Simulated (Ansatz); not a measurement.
The reference is InN in the wurtzite structure (space group P6_3mc, No. 186; a = 3.5805 Å, c = 5.7878 Å). Axes: x lies along a and z along c of the hexagonal cell.

Method: PBE (Ansatz, an electronic-structure program), no spin-orbit coupling.

Base values:

The shortest interatomic distance is 2.183 Å. The pressure is 0.0 GPa. The band gap is zero.

The change: a pure shear with ε_xz = ε_zx = -0.0325, atoms relaxed at fixed cell.

Q: Predict the new energy relative to the base, largest internal atomic displacement, shortest interatomic distance, pressure and band gap.

A: The energy rises by 10 meV/atom; the largest internal atomic displacement comes out as 0.018 Å; the shortest interatomic distance falls by 0.007 Å (2.183 Å → 2.176 Å); the pressure (mean of the normal stresses, compression positive) stays 0.0 GPa; the band gap is still zero.

The cells carry an imposed strain or load. Whether these cells are dynamically stable was not tested. All final runs are without spin polarisation. Gaps under 0.05 eV, about the width of the smearing, are given as zero. A zero or small gap of InN can be the functional's error rather than a property of the material.
